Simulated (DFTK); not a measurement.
NaF (Villiaumite):

```
CELL_PARAMETERS angstrom
0.00000 2.32000 2.32000
2.32000 0.00000 2.32000
2.32000 2.32000 0.00000
ATOMIC_POSITIONS crystal
Na 0.00000 0.00000 0.00000
F 0.50000 0.50000 0.50000
```

Base run:

| Item | Value |
| --- | --- |
| Program | DFTK 0.8.2 |
| Functional | PBEsol |
| Potentials or basis | SG15 1.2 (PBE) |
| Cutoff | 952 eV |
| k mesh | 10 × 10 × 10 |
| Occupations | fermi-dirac, width 0.05 eV |
| Spin | no spin polarisation |

Its results: band gap on the k mesh 6.14 eV, direct.

Question: The run is repeated on the same cell with these changes: functional from PBEsol to PBE0; k mesh from 10 × 10 × 10 to 2 × 2 × 2. What comes out?

Answer: Band gap on the k mesh 9.27 eV, direct.

Several settings changed at once, so the effect can't be laid on one alone.

Caveats: some runs use coarse meshes; the program's treatment of exact exchange at zero wave vector lowers gaps by one to five hundredths of an eV on this mesh and cutoff (some runs).

Not every run made on this cell is shown here.
